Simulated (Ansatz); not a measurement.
Reactions of C$_{3}$H$_{2}$F$_{6}$ (`FCC(F)(F)C(F)(F)F`).

Computed with Ansatz on PBE0-D4/def2-TZVP structures; ΔE is electronic, products minus reactants. CCSD(T)/CBS is the MP2 limit (def2-TZVPP, def2-QZVPP) plus CCSD(T) − MP2 in def2-TZVPP, frozen cores. This one scheme is used for every species. Functionals use def2-TZVPP. B3LYP here is the variant with VWN-RPA as its local correlation; programs differ in this. Triplets are unrestricted, without spin–orbit coupling. For Ge outer-core shells are correlated without core-valence functions, which leaves a few kJ/mol of doubt a bond. Scalar relativity is left out up to krypton. Each species was taken in one conformer, which may not be the lowest.

| reaction | CCSD(T)/CBS(def2) (kcal/mol) |
| --- | --- |
| `FCC(F)(F)C(F)(F)F` → `FC(F)C(F)(F)F` + `[CH]F` | 88.9 |
| `FCC(F)(F)C(F)(F)F` + `CC(O)F` → `CC(F)OCF` + `FC(F)C(F)(F)F` | ? |
| `FCC(F)(F)C(F)(F)F` + H₂ → `FCC(F)F` + trifluoromethane | -15.8 |
| `FCC(F)(F)C(F)(F)F` → hexafluoroethane + `[CH2]` (triplet) | 94.5 |
| `FCC(F)(F)C(F)(F)F` + H–F → hexafluoroethane + fluoromethane | 4.2 |
| `FCC(F)(F)C(F)(F)F` + `[OH][GeH3]` → `FC(F)(F)[O][GeH3]` + `FCC(F)F` | -8.2 |
| `FCC(F)(F)C(F)(F)F` + `O=CCO` → `O=CCOCF` + `FC(F)C(F)(F)F` | 5.2 |
| `FCC(F)(F)C(F)(F)F` + H₂ → `FC(F)C(F)(F)F` + fluoromethane | ? |
| `FCC(F)(F)C(F)(F)F` + H₂S → `FC(F)(F)S` + `FCC(F)F` | 4.3 |
| `FCC(F)(F)C(F)(F)F` + H–F → `FCC(F)(F)F` + trifluoromethane | ? |

Q: Fill in the missing values. (Best estimate.)

A: Ansatz gave: `FCC(F)(F)C(F)(F)F` + `CC(O)F` → `CC(F)OCF` + `FC(F)C(F)(F)F`: +3.0 kcal/mol; `FCC(F)(F)C(F)(F)F` + H₂ → `FC(F)C(F)(F)F` + fluoromethane: -11.1 kcal/mol; `FCC(F)(F)C(F)(F)F` + H–F → `FCC(F)(F)F` + trifluoromethane: -3.0 kcal/mol.

Largest T1 diagnostic: 0.018, for `[CH]F`.
